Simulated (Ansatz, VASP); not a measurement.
## RbBr: VASP beside Ansatz

```
Rb Br
1.0
     0.00000    3.47210    3.47210
     3.47210    0.00000    3.47210
     3.47210    3.47210    0.00000
Rb Br
1 1
Direct
  0.00000 0.00000 0.00000
  0.50000 0.50000 0.50000
```

Change from the starting cell: volume scaled by 1.04.

Alike in both runs: task single point; functional PBEsol; k mesh 7 × 7 × 7; occupations fermi-dirac, width 0.05 eV; no spin polarisation.

|  | VASP | Ansatz |
| --- | --- | --- |
| version | VASP 6.6.1 | Ansatz 0.2.0 |
| potentials or method | VASP PAW PBE potentials, release 64 (Rb_sv, Br) | Ansatz PAW |
| plane-wave cutoff (eV) | 520 | 420 |
| valence electrons in the cell | 16 | 16 |

```tsv
	VASP	Ansatz	Ansatz less VASP
gap on the k mesh at the Fermi level (eV)	4.13	4.13	+0.002
least direct gap on the mesh (eV)	4.13	4.13	+0.002
pressure (GPa)	-0.5	-0.5	-0.03
```

Caveats: the PAW data sets were made with another functional, which shifts forces and pressure a little (VASP); an odd mesh through Γ misses points on the zone boundary, where band edges often lie (VASP); odd divisions of the mesh miss points on the zone boundary, where band edges often lie, so the gap on the mesh can be too wide (Ansatz); the PAW data sets come from PBE, with cores solved anew for the run's functional, which leaves a small shift of forces and pressure (Ansatz).
